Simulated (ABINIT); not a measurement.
# BAs (F-43m) in ABINIT: a series of runs, part 2 of 2

ABINIT 10.8.3 (patched build). Earlier steps stand in the parts before.

### Step 4. Equation of state, rPW86PBE

Input file run.abi:

```
ndtset 7
getwfk -1
scalecart1 3*0.9795861087
scalecart2 3*0.9864848297
scalecart3 3*0.9932883884
scalecart4 3*1.0000000000
scalecart5 3*1.0066227096
scalecart6 3*1.0131594038
scalecart7 3*1.0196128224

pp_dirpath "./"
pseudos "As.GGA_PBE-JTH.xml, B.GGA_PBE-JTH.xml"

acell 3.3778490937 3.3778490937 3.3778490937 Angstrom
rprim
     0.0000000000     0.7071067812     0.7071067812
     0.7071067812     0.0000000000     0.7071067812
     0.7071067812     0.7071067812     0.0000000000
ntypat 2
znucl 33 5
natom 2
typat 1 2
xred
     0.7500000000     0.7500000000     0.7500000000
     0.0000000000     0.0000000000     0.0000000000

ecut 15.0
pawecutdg 30.0

kptopt 1
ngkpt 10 10 10
nshiftk 1
shiftk 0.0 0.0 0.0

ixc -144130

nband 13
occopt 3
tsmear 0.00183747

nstep 100
tolvrs 1.0e-9

iomode 3
prtwf 1
prtden 0
prteig 0
prtebands 0
```

Potentials or basis: JTH PAW PBE v2.0.

Started as:

```
$ abinit run.abi > log 2>&1
```

run.abo:

```text
.Version 10.8.3 of ABINIT
 DATASET    1 : space group F-4 3 m (#216); Bravais cF (face-center cubic)
================================================================================
 Values of the parameters that define the memory need for DATASET  1.
     intxc =       0    ionmov =       0      iscf =      17    lmnmax =      18
     lnmax =       6     mgfft =      24  mpssoang =       3    mqgrid =    3001
     natom =       2  nloc_mem =       2    nspden =       1   nspinor =       1
    nsppol =       1      nsym =      24    n1xccc =       1    ntypat =       2
    occopt =       3   xclevel =       2
       mpw =         495          nfft =       13824          nkpt =          47
 PAW method is used; the additional fine FFT grid is defined by:
   mgfftf=        32    nfftf =     32768
================================================================================
================================================================================
[... 71 lines left out ...]
 DATASET    7 : space group F-4 3 m (#216); Bravais cF (face-center cubic)
================================================================================
 Values of the parameters that define the memory need for DATASET  7.
     intxc =       0    ionmov =       0      iscf =      17    lmnmax =      18
     lnmax =       6     mgfft =      24  mpssoang =       3    mqgrid =    3001
     natom =       2  nloc_mem =       2    nspden =       1   nspinor =       1
    nsppol =       1      nsym =      24    n1xccc =       1    ntypat =       2
    occopt =       3   xclevel =       2
       mpw =         552          nfft =       13824          nkpt =          47
 PAW method is used; the additional fine FFT grid is defined by:
   mgfftf=        36    nfftf =     46656
================================================================================
================================================================================

--------------------------------------------------------------------------------
------------- Echo of variables that govern the present computation ------------
--------------------------------------------------------------------------------
 -outvars: echo values of preprocessed input variables --------
            acell      6.3832096817E+00  6.3832096817E+00  6.3832096817E+00 Bohr
              amu      7.49215900E+01  1.08110000E+01
             ecut      1.50000000E+01 Hartree
[... 1234 lines left out ...]
  is sufficient for exact treatment of convolution.
  Such a large boxcut is a waste : you could raise ecut
  e.g. ecut=   37.745568 Hartrees makes boxcut=2

--------------------------------------------------------------------------------

-inwffil : will read wavefunctions from disk file runo_DS6_WFK.nc

================================================================================
[... 140 lines left out ...]
-Cartesian components of stress tensor (GPa)         [Pressure= -8.2938E-01 GPa]
- sigma(1 1)=  8.29381455E-01  sigma(3 2)=  0.00000000E+00
- sigma(2 2)=  8.29381455E-01  sigma(3 1)=  0.00000000E+00
- sigma(3 3)=  8.29381455E-01  sigma(2 1)=  0.00000000E+00

== END DATASET(S) ==============================================================
================================================================================

 -outvars: echo values of variables after computation  --------
            acell      6.3832096817E+00  6.3832096817E+00  6.3832096817E+00 Bohr
           etotal1    -1.1673654604E+02
           etotal2    -1.1673849552E+02
           etotal3    -1.1673998844E+02
           etotal4    -1.1674106468E+02
           etotal5    -1.1674176202E+02
           etotal6    -1.1674212182E+02
           etotal7    -1.1674216948E+02
            fcart1    -0.0000000000E+00 -0.0000000000E+00 -0.0000000000E+00
                      -0.0000000000E+00 -0.0000000000E+00 -0.0000000000E+00
            fcart2     1.8897947287E-30  9.4489736433E-31 -3.7795894573E-30
                      -1.8897947287E-30 -9.4489736433E-31  3.7795894573E-30
            fcart3    -0.0000000000E+00 -0.0000000000E+00 -0.0000000000E+00
                      -0.0000000000E+00 -0.0000000000E+00 -0.0000000000E+00
            fcart4    -4.6606345777E-30 -1.6609994597E-47  4.6606345777E-30
                       4.6606345777E-30  1.6609994597E-47 -4.6606345777E-30
            fcart5     6.4819602682E-30 -1.8519886481E-30 -2.7779829721E-30
                      -6.4819602682E-30  1.8519886481E-30  2.7779829721E-30
[... 38 lines left out ...]
                       0.0000000000E+00  0.0000000000E+00  0.0000000000E+00
           xangst1     3.5096121310E+00  3.5096121310E+00  3.5096121310E+00
                       0.0000000000E+00  0.0000000000E+00  0.0000000000E+00
           xangst2     3.5343285236E+00  3.5343285236E+00  3.5343285236E+00
                       0.0000000000E+00  0.0000000000E+00  0.0000000000E+00
           xangst3     3.5587039736E+00  3.5587039736E+00  3.5587039736E+00
                       0.0000000000E+00  0.0000000000E+00  0.0000000000E+00
           xangst4     3.5827500000E+00  3.5827500000E+00  3.5827500000E+00
                       0.0000000000E+00  0.0000000000E+00  0.0000000000E+00
           xangst5     3.6064775129E+00  3.6064775129E+00  3.6064775129E+00
                       0.0000000000E+00  0.0000000000E+00  0.0000000000E+00
           xangst6     3.6298968540E+00  3.6298968540E+00  3.6298968540E+00
                       0.0000000000E+00  0.0000000000E+00  0.0000000000E+00
           xangst7     3.6530178395E+00  3.6530178395E+00  3.6530178395E+00
                       0.0000000000E+00  0.0000000000E+00  0.0000000000E+00
             xred      7.5000000000E-01  7.5000000000E-01  7.5000000000E-01
                       0.0000000000E+00  0.0000000000E+00  0.0000000000E+00
 Calculation completed.
```

Wall time 86 s (1 thread of Arm Neoverse V1, shared host); peak memory 0.13 GiB.

What came out:

```
Equilibrium volume                      : 14.35 Å³/atom
Bulk modulus                            : 122 GPa
Pressure derivative of the bulk modulus : 4.1
```

Energy against volume, from the lowest point:
| volume (Å³/atom) | energy (meV/atom) |
| --- | --- |
| 12.809 | 76.51 |
| 13.081 | 49.99 |
| 13.354 | 29.67 |
| 13.626 | 15.03 |
| 13.899 | 5.54 |
| 14.171 | 0.65 |
| 14.444 | 0.00 |

Caveat: pressures at fixed basis lie under the slope of the energies; the PAW data sets were made with another functional, which shifts forces and pressure a little.

### Step 5. Band structure, AM05

Input file run.abi:

```
# Datasets: ground state, then fixed potential
ndtset 2

# Pseudopotentials
pp_dirpath "./"
pseudos "As.GGA_PBE-JTH.xml, B.GGA_PBE-JTH.xml"

# Structure
acell 3*1.0
rprim
     0.0000000000     4.5136108487     4.5136108487
     4.5136108487     0.0000000000     4.5136108487
     4.5136108487     4.5136108487     0.0000000000
ntypat 2
znucl 33 5
natom 2
typat 1 2
xred
     0.7500000000     0.7500000000     0.7500000000
     0.0000000000     0.0000000000     0.0000000000

# Plane-wave basis
ecut 15.0
pawecutdg 30.0

# Exchange and correlation
ixc -120135

# Bands and occupations
occopt 3
tsmear 0.05 eV

# SCF cycle
nstep 100

# Output
iomode 3
prtwf 0
prteig 0
prtebands 0
enunit 1
prtden1 1

# Dataset 1
kptopt1 1
ngkpt1 10 10 10
nshiftk1 1
shiftk1 0.0 0.0 0.0
nband1 13
tolvrs1 1.0e-9

# Dataset 2: bands along G-X-W-K-G-L-U-W-L-K
iscf2 -2
getden2 1
nband2 17
nbdbuf2 2
tolwfr2 1.0e-12
kptopt2 -9
ndivsm2 5
prteig2 1
prtvol2 -3
kptbounds2
     0.0000000000     0.0000000000     0.0000000000
     0.5000000000     0.0000000000     0.5000000000
     0.5000000000     0.2500000000     0.7500000000
     0.3750000000     0.3750000000     0.7500000000
     0.0000000000     0.0000000000     0.0000000000
     0.5000000000     0.5000000000     0.5000000000
     0.6250000000     0.2500000000     0.6250000000
     0.5000000000     0.2500000000     0.7500000000
     0.5000000000     0.5000000000     0.5000000000
     0.3750000000     0.3750000000     0.7500000000
```

Started as:

```
$ abinit run.abi > log 2>&1
```

Run time: 28 s. Hardware: 1 thread of Arm Neoverse V1, shared host; peak memory 0.11 GiB.

Results (log left out):

```yaml
Free_energy: -3175.1733 eV
Pressure: -0.8 GPa
Band_gap_on_the_k_mesh: 1.12 eV, indirect (least direct gap 3.23 eV)
Band_gap_along_the_path: 1.12 eV, indirect (least direct gap 3.23 eV)
Valence_electrons_inside_the_program's_atomic_spheres: As 12.81; B 1.77
```

Levels at the corners of the path, in eV from the valence-band top:
| point | band 6 | band 7 | band 8 | band 9 | band 10 | band 11 | band 12 | band 13 |
| --- | --- | --- | --- | --- | --- | --- | --- | --- |
| Γ | -15.43 | 0.00 | 0.00 | 0.00 | 3.23 | 3.23 | 3.23 | 4.70 |
| X | -11.25 | -8.51 | -4.11 | -4.11 | 1.36 | 1.39 | 11.37 | 11.37 |
| W | -11.09 | -8.03 | -5.53 | -5.23 | 5.21 | 5.90 | 6.73 | 7.03 |
| K | -11.29 | -8.12 | -5.99 | -3.51 | 1.98 | 5.50 | 9.20 | 9.74 |
| Γ | -15.43 | 0.00 | 0.00 | 0.00 | 3.23 | 3.23 | 3.23 | 4.70 |
| L | -12.55 | -8.81 | -1.83 | -1.83 | 2.68 | 4.73 | 4.73 | 8.79 |
| U | -11.29 | -8.12 | -5.99 | -3.51 | 1.98 | 5.50 | 9.20 | 9.74 |
| W | -11.09 | -8.03 | -5.53 | -5.23 | 5.21 | 5.90 | 6.73 | 7.03 |
| L | -12.55 | -8.81 | -1.83 | -1.83 | 2.68 | 4.73 | 4.73 | 8.79 |
| K | -11.29 | -8.12 | -5.99 | -3.51 | 1.98 | 5.50 | 9.20 | 9.74 |

Caveat: the PAW data sets were made with another functional, which shifts forces and pressure a little.

### Step 6. Equation of state, revPBE+D3

Input file run.abi:

```
# Datasets: one volume each
ndtset 7
getwfk -1
scalecart1 3*0.9795861087
scalecart2 3*0.9864848297
scalecart3 3*0.9932883884
scalecart4 3*1.0000000000
scalecart5 3*1.0066227096
scalecart6 3*1.0131594038
scalecart7 3*1.0196128224

# Pseudopotentials
pp_dirpath "./"
pseudos "As.GGA_PBE-JTH.xml, B.GGA_PBE-JTH.xml"

# Structure
acell 3.3778490937 3.3778490937 3.3778490937 Angstrom
rprim
     0.0000000000     0.7071067812     0.7071067812
     0.7071067812     0.0000000000     0.7071067812
     0.7071067812     0.7071067812     0.0000000000
ntypat 2
znucl 33 5
natom 2
typat 1 2
xred
     0.7500000000     0.7500000000     0.7500000000
     0.0000000000     0.0000000000     0.0000000000

# Plane-wave basis
ecut 15.0
pawecutdg 30.0

# k points
kptopt 1
ngkpt 10 10 10
nshiftk 1
shiftk 0.0 0.0 0.0

# Exchange and correlation
ixc 14
vdw_xc 6

# Bands and occupations
nband 13
occopt 3
tsmear 0.00183747

# SCF cycle
nstep 100
tolvrs 1.0e-9

# Output
iomode 3
prtwf 1
prtden 0
prteig 0
prtebands 0
enunit 1
```

Potentials or basis: JTH PAW PBE v2.0.

Started as:

```
$ abinit run.abi > log 2>&1
```

Wall time 64 s (1 thread of Arm Neoverse V1, shared host); peak memory 0.13 GiB.

It converged, with:

| Item | Value |
| --- | --- |
| Equilibrium volume | 13.71 Å³/atom |
| Bulk modulus | 132 GPa |
| Pressure derivative of the bulk modulus | 4.3 |

Energy against volume, from the lowest point:
| volume (Å³/atom) | energy (meV/atom) |
| --- | --- |
| 12.809 | 27.48 |
| 13.081 | 12.83 |
| 13.354 | 3.85 |
| 13.626 | 0.00 |
| 13.899 | 0.79 |
| 14.171 | 5.68 |
| 14.444 | 14.34 |

Caveat: pressures at fixed basis lie under the slope of the energies; the PAW data sets were made with another functional, which shifts forces and pressure a little.

### Step 7. Summary

```tsv
task	level	potentials or basis	gap on the mesh (eV)	pressure (GPa)	V0 of scaled cells (Å³/atom)	B0 (GPa)
band structure	rPW86PBE	JTH PAW PBE v2.0 sp	1.34	7.6	-	-
band structure	LDA-PZ	JTH PAW LDA v2.0 sp	1.13	-3.1	-	-
equation of state	rPW86PBE	JTH PAW PBE v2.0	-	-	14.35	122
band structure	AM05	JTH PAW PBE v2.0	1.12	-0.8	-	-
equation of state	revPBE+D3	JTH PAW PBE v2.0	-	-	13.71	132
```

Alike in all rows: no spin polarisation; cell as given; k mesh 10 × 10 × 10; cutoff (eV) 408; smearing fermi-dirac 0.05 eV.

Caveats: the PAW data sets were made with another functional, which shifts forces and pressure a little (some runs); this set keeps more shells in the core, which shifts pressures and gaps (some runs); pressures at fixed basis lie under the slope of the energies (some runs).

Absolute energies hang on the potentials; compare differences alone.

### Step 8. How close it comes

Step 4. A measured bulk modulus of BAs is 148 GPa (quoted in “Basic Physical Properties of Cubic Boron Arsenide”, 2019, arxiv:1911.11281); the calculated 122 GPa misses it by -17.4 %. The fit is for a static lattice scaled at fixed shape and fixed fractional positions.

Step 6. Measured bulk modulus of BAs: 148 GPa (quoted in “Basic Physical Properties of Cubic Boron Arsenide”, 2019, arxiv:1911.11281). This calculation gives 132 GPa (-11.0 %). The fit is for a static lattice scaled at fixed shape and fixed fractional positions.
